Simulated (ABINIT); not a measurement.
# Ga (P-1) in ABINIT: convergence with cutoff

Aim: find how far cutoff must go before the results for Ga settle, at LDA. This setting moves, with any that are tied to it; all else stays.

Program: ABINIT 10.8.3 (patched build). These are calculated values, not measurements. Logs are shortened: lines on timing, memory, paths and dates and some standing lists are left out, and cuts for length are marked. The log counts tension as positive stress, the text compression.

### 1 The cell of the first run

The typed cell holds 2 atoms: a = 4.257 Å, b = 4.257 Å, c = 3.332 Å, α = 90.66°, β = 90.66°, γ = 142.09°.

This isn't the form of Ga at room conditions, which is orthorhombic.

The cell isn't the ideal one: atoms moved at random, drawn with an rms of 0.05 Å.

### 2 With cutoff 6 Ha

Contents of run.abi:

```
# Pseudopotentials
pp_dirpath "./"
pseudos "Ga.hgh"

# Structure
acell 3*1.0
rprim
     2.6134912304    -7.6089822408     0.0000000000
     2.6134912304     7.6089822408     0.0000000000
    -0.2219435992     0.0000000000     6.2926546590
ntypat 1
znucl 31
natom 2
typat 1 1
xred
     0.1169910000     0.8568350000     0.7483420000
     0.8666660000     0.1324240000     0.2366280000
chkprim 0
chksymtnons 0
tolsym 1.0e-6

# Plane-wave basis
ecut 6.0

# k points
kptopt 1
ngkpt 10 10 8
nshiftk 1
shiftk 0.0 0.0 0.0

# Exchange and correlation
ixc 7

# Bands and occupations
nband 7
occopt 7
tsmear 0.00183747

# SCF cycle
nstep 100
tolvrs 1.0e-10

# Output
iomode 3
prtwf 0
prtden 0
prteig 0
prtebands 0
enunit 2
```

Potentials or basis: HGH LDA.

Started as:

```
$ abinit run.abi > log 2>&1
```

run.abo:

```text
.Version 10.8.3 of ABINIT
 Symmetries : space group P-1 (#  2); Bravais aP (primitive triclinic)
================================================================================
 Values of the parameters that define the memory need of the present run
     intxc =       0    ionmov =       0      iscf =       7    lmnmax =       6
     lnmax =       6     mgfft =      18  mpssoang =       3    mqgrid =    3001
     natom =       2  nloc_mem =       1    nspden =       1   nspinor =       1
    nsppol =       1      nsym =       2    n1xccc =       0    ntypat =       1
    occopt =       7   xclevel =       1
       mpw =         187          nfft =        4860          nkpt =         404
================================================================================
================================================================================

--------------------------------------------------------------------------------
------------- Echo of variables that govern the present computation ------------
--------------------------------------------------------------------------------
 -outvars: echo values of preprocessed input variables --------
            acell      1.0000000000E+00  1.0000000000E+00  1.0000000000E+00 Bohr
              amu      6.97230000E+01
          chkprim           0
      chksymtnons           0
             ecut      6.00000000E+00 Hartree
           enunit           2
                       outvar_i_n : Printing only first  50 k-points.
              ixc           7
                       outvar_i_n : Printing only first  50 k-points.
         kptrlatt       10    0    0      0   10    0      0    0    8
          kptrlen      5.03725396E+01
            natom           2
            nband           7
            ngfft          18      18      15
             nkpt         404
            nstep         100
             nsym           2
           ntypat           1
                       prtocc : prtvol=0, do not print more k-points.
           occopt           7
           prtden           0
        prtebands           0
           prteig           0
            prtwf           0
            rprim      2.6134912304E+00 -7.6089822408E+00  0.0000000000E+00
                       2.6134912304E+00  7.6089822408E+00  0.0000000000E+00
                      -2.2194359920E-01  0.0000000000E+00  6.2926546590E+00
          spgroup           2
           tolsym      1.00000000E-06
           tolvrs      1.00000000E-10
           tsmear      1.83747000E-03 Hartree
            typat      1  1
                       outvars : Printing only first  50 k-points.
           xangst      1.2589104640E+00  2.9789818640E+00  2.4919260565E+00
                       1.3539501033E+00 -2.9564254110E+00  7.8795454338E-01
            xcart      2.3789959940E+00  5.6294598570E+00  4.7090577728E+00
                       2.5585948834E+00 -5.5868343384E+00  1.4890182866E+00
             xred      1.1699100000E-01  8.5683500000E-01  7.4834200000E-01
                       8.6666600000E-01  1.3242400000E-01  2.3662800000E-01
            znucl       31.00000

================================================================================

 chkinp: Checking input parameters for consistency.

================================================================================
[... 95 lines left out ...]

 ----iterations are completed or convergence reached----

 Mean square residual over all n,k,spin=   67.862E-09; max=  40.573E-06
 reduced coordinates (array xred) for    2 atoms
       0.116991000000      0.856835000000      0.748342000000
       0.866666000000      0.132424000000      0.236628000000
 rms dE/dt=  2.2125E-02; max dE/dt=  2.6960E-02; dE/dt below (all hartree)
    1      -0.026960464318      0.026633699047      0.005687825502
    2       0.026960464318     -0.026633699047     -0.005687825502

 cartesian coordinates (angstrom) at end:
    1      1.25891046401243     2.97898186397681     2.49192605651427
    2      1.35395010330386    -2.95642541099213     0.78795454337837

 cartesian forces (hartree/bohr) at end:
    1      0.00006251508847    -0.00352176951327    -0.00090167838313
    2     -0.00006251508847     0.00352176951327     0.00090167838313
 frms,max,avg= 2.0991897E-03 3.5217695E-03   0.000E+00  0.000E+00  0.000E+00 h/b

 cartesian forces (eV/Angstrom) at end:
    1      0.00321465509984    -0.18109666967036    -0.04636616669049
    2     -0.00321465509984     0.18109666967036     0.04636616669049
 frms,max,avg= 1.0794468E-01 1.8109667E-01   0.000E+00  0.000E+00  0.000E+00 e/A
 length scales=  1.000000000000  1.000000000000  1.000000000000 bohr
              =  0.529177210544  0.529177210544  0.529177210544 angstroms
 Fermi (or HOMO) energy (hartree) =   0.15674   Average Vxc (hartree)=  -0.32948
 Eigenvalues (hartree) for nkpt= 404  k points:
 kpt#   1, nband=  7, wtk=  0.00125, kpt=  0.0000  0.0000  0.0000 (reduced coord)
  -0.25248    0.08028    0.09547    0.21824    0.35683    0.51223    0.53331
      occupation numbers for kpt#   1
   2.00000    2.00000    2.00000    0.00000    0.00000    0.00000    0.00000
 prteigrs : prtvol=0 or 1, do not print more k-points.

 Fermi (or HOMO) energy (eV) =   4.26524   Average Vxc (eV)=  -8.96559
 Eigenvalues (   eV  ) for nkpt= 404  k points:
 kpt#   1, nband=  7, wtk=  0.00125, kpt=  0.0000  0.0000  0.0000 (reduced coord)
  -6.87038    2.18441    2.59785    5.93852    9.70977   13.93855   14.51210
 prteigrs : prtvol=0 or 1, do not print more k-points.

--- !EnergyTerms
iteration_state     : {dtset: 1, }
comment             : Components of total free energy in Hartree
kinetic             :  1.73229002293481E+00
hartree             :  4.20884348564916E-02
xc                  : -1.57241640698928E+00
Ewald energy        : -5.14675338594258E+00
psp_core            :  2.83430714461585E-01
local_psp           : -1.96751040818269E-01
non_local_psp       :  3.67097240433613E-01
internal            : -4.49101442106362E+00
'-kT*entropy'       : -2.82215840246351E-05
total_energy        : -4.49104264264765E+00
total_energy_eV     : -1.22207495996256E+02
band_energy         : -6.22357048934613E-02
...

 Cartesian components of stress tensor (hartree/bohr^3)
  sigma(1 1)=  4.03294036E-04  sigma(3 2)= -3.12224352E-06
  sigma(2 2)=  4.38720485E-04  sigma(3 1)= -1.80324113E-05
  sigma(3 3)=  4.48872609E-04  sigma(2 1)=  2.57070187E-06

-Cartesian components of stress tensor (GPa)         [Pressure= -1.2660E+01 GPa]
- sigma(1 1)=  1.18653202E+01  sigma(3 2)= -9.18595757E-02
- sigma(2 2)=  1.29076023E+01  sigma(3 1)= -5.30531857E-01
- sigma(3 3)=  1.32062881E+01  sigma(2 1)=  7.56326602E-02

== END DATASET(S) ==============================================================
================================================================================

 -outvars: echo values of variables after computation  --------
            acell      1.0000000000E+00  1.0000000000E+00  1.0000000000E+00 Bohr
           etotal     -4.4910426426E+00
            fcart      6.2515088471E-05 -3.5217695133E-03 -9.0167838313E-04
                      -6.2515088471E-05  3.5217695133E-03  9.0167838313E-04
            rprim      2.6134912304E+00 -7.6089822408E+00  0.0000000000E+00
                       2.6134912304E+00  7.6089822408E+00  0.0000000000E+00
                      -2.2194359920E-01  0.0000000000E+00  6.2926546590E+00
           strten      4.0329403550E-04  4.3872048543E-04  4.4887260942E-04
                      -3.1222435151E-06 -1.8032411307E-05  2.5707018708E-06
           xangst      1.2589104640E+00  2.9789818640E+00  2.4919260565E+00
                       1.3539501033E+00 -2.9564254110E+00  7.8795454338E-01
             xred      1.1699100000E-01  8.5683500000E-01  7.4834200000E-01
                       8.6666600000E-01  1.3242400000E-01  2.3662800000E-01
 Calculation completed.
```

It took 8.1 s on 1 thread of Arm Neoverse V2, shared host; peak memory 0.06 GiB.

What came out:

```yaml
Free_energy: -122.2075 eV
Largest_force: 0.187 eV/Å
Band_gap_on_the_k_mesh: none (metal or under the smearing width)
Valence_electrons_inside_the_program's_atomic_spheres: Ga 1.02 (radii [1.0584] Å)
```

### 3 With cutoff 7.5 Ha

Changes to run.abi since step 2:

```diff
@@ -22,3 +22,3 @@
 # Plane-wave basis
-ecut 6.0
+ecut 7.5
```

Potentials or basis: HGH LDA.

Started as:

```
$ abinit run.abi > log 2>&1
```

Wall time 10 s (1 thread of Arm Neoverse V2, shared host); peak memory 0.07 GiB.

The run converged. Its results:

- Free energy: -122.5443 eV
- Largest force: 0.135 eV/Å
- Band gap on the k mesh: none (metal or under the smearing width)
- Valence electrons inside the program's atomic spheres: Ga 1.03, 1.04 (radii [1.0584] Å)

### 4 With cutoff 9 Ha

Changes to run.abi since step 3:

```diff
@@ -22,3 +22,3 @@
 # Plane-wave basis
-ecut 7.5
+ecut 9.0
```

Started as:

```
$ abinit run.abi > log 2>&1
```

It took 16 s on 1 thread of Arm Neoverse V2, shared host; peak memory 0.07 GiB.

It converged, with:

- Free energy: -122.6732 eV
- Largest force: 0.147 eV/Å
- Band gap on the k mesh: none (metal or under the smearing width)
- Valence electrons inside the program's atomic spheres: Ga 1.05, 1.04 (radii [1.0584] Å)

### 5 With cutoff 10.5 Ha

Changes to run.abi since step 4:

```diff
@@ -22,3 +22,3 @@
 # Plane-wave basis
-ecut 9.0
+ecut 10.5
```

Started as:

```
$ abinit run.abi > log 2>&1
```

It took 19 s on 1 thread of Arm Neoverse V2, shared host; peak memory 0.07 GiB.

It converged, with:

```
Free energy                                           : -122.7156 eV
Largest force                                         : 0.153 eV/Å
Band gap on the k mesh                                : none (metal or under the smearing width)
Valence electrons inside the program's atomic spheres : Ga 1.04 (radii [1.0584] Å)
```

### 6 With cutoff 13 Ha

Changes to run.abi since step 5:

```diff
@@ -22,3 +22,3 @@
 # Plane-wave basis
-ecut 10.5
+ecut 13.0
```

Potentials or basis: HGH LDA.

Started as:

```
$ abinit run.abi > log 2>&1
```

Run time: 32 s. Hardware: 1 thread of Arm Neoverse V2, shared host; peak memory 0.08 GiB.

The run converged. Its results:

* Free energy: -122.7291 eV
* Largest force: 0.150 eV/Å
* Band gap on the k mesh: none (metal or under the smearing width)
* Valence electrons inside the program's atomic spheres: Ga 1.04 (radii [1.0584] Å)

### 7 With cutoff 15 Ha

Changes to run.abi since step 6:

```diff
@@ -22,3 +22,3 @@
 # Plane-wave basis
-ecut 13.0
+ecut 15.0
```

Started as:

```
$ abinit run.abi > log 2>&1
```

Wall time 35 s (1 thread of Arm Neoverse V2, shared host); peak memory 0.09 GiB.

It converged, with:

| Quantity | Value |
| --- | --- |
| Free energy | -122.7306 eV |
| Pressure | -6.2 GPa |
| Largest force | 0.150 eV/Å |
| Band gap on the k mesh | none (metal or under the smearing width) |
| Valence electrons inside the program's atomic spheres | Ga 1.04 (radii [1.0584] Å) |

### 8 With cutoff 17 Ha

Changes to run.abi since step 7:

```diff
@@ -22,3 +22,3 @@
 # Plane-wave basis
-ecut 15.0
+ecut 17.0
```

Started as:

```
$ abinit run.abi > log 2>&1
```

Run time: 37 s. Hardware: 1 thread of Arm Neoverse V2, shared host; peak memory 0.09 GiB.

The run converged. Its results:

```
Free energy                                           : -122.7310 eV
Pressure                                              : -6.2 GPa
Largest force                                         : 0.150 eV/Å
Band gap on the k mesh                                : none (metal or under the smearing width)
Valence electrons inside the program's atomic spheres : Ga 1.04 (radii [1.0584] Å)
```

### 9 With cutoff 20 Ha

Changes to run.abi since step 8:

```diff
@@ -22,3 +22,3 @@
 # Plane-wave basis
-ecut 17.0
+ecut 20.0
```

Potentials or basis: HGH LDA.

Started as:

```
$ abinit run.abi > log 2>&1
```

Run time: 54 s. Hardware: 1 thread of Arm Neoverse V2, shared host; peak memory 0.1 GiB.

It converged, with:

| Property | Result |
| --- | --- |
| Free energy | -122.7311 eV |
| Pressure | -6.2 GPa |
| Largest force | 0.150 eV/Å |
| Band gap on the k mesh | none (metal or under the smearing width) |
| Valence electrons inside the program's atomic spheres | Ga 1.04 (radii [1.0584] Å) |

### 10 With cutoff 24 Ha

Changes to run.abi since step 9:

```diff
@@ -22,3 +22,3 @@
 # Plane-wave basis
-ecut 20.0
+ecut 24.0
```

Started as:

```
$ abinit run.abi > log 2>&1
```

It took 65 s on 1 thread of Arm Neoverse V2, shared host; peak memory 0.12 GiB.

It converged, with:

```
Free energy                                           : -122.7311 eV
Pressure                                              : -6.2 GPa
Largest force                                         : 0.150 eV/Å
Band gap on the k mesh                                : none (metal or under the smearing width)
Valence electrons inside the program's atomic spheres : Ga 1.04 (radii [1.0584] Å)
```

### 11 The series at a glance

```tsv
cutoff	energy less the tightest run, at zero smearing (meV/atom)	largest force (eV/Å)	SCF cycles	CPU time (s)	peak memory (GiB)
6 Ha	261.79	0.187	7	8.1	0.06
7.5 Ha	93.42	0.135	7	10	0.07
9 Ha	28.97	0.147	7	16	0.07
10.5 Ha	7.76	0.153	7	19	0.07
13 Ha	1.03	0.150	7	32	0.08
15 Ha	0.25	0.150	7	35	0.09
17 Ha	0.06	0.150	7	37	0.09
20 Ha	0.01	0.150	7	54	0.1
24 Ha	0.00	0.150	7	65	0.12
```

Against the tightest run, the energy stays within 1 meV/atom from 15 Ha on; the largest force stays within 0.005 eV/Å from 9 Ha on. The tightest run that finished is the yardstick and may itself not be fully converged.

Caveats: HGH potentials are hard and often keep d shells in the core, so these values are rough.
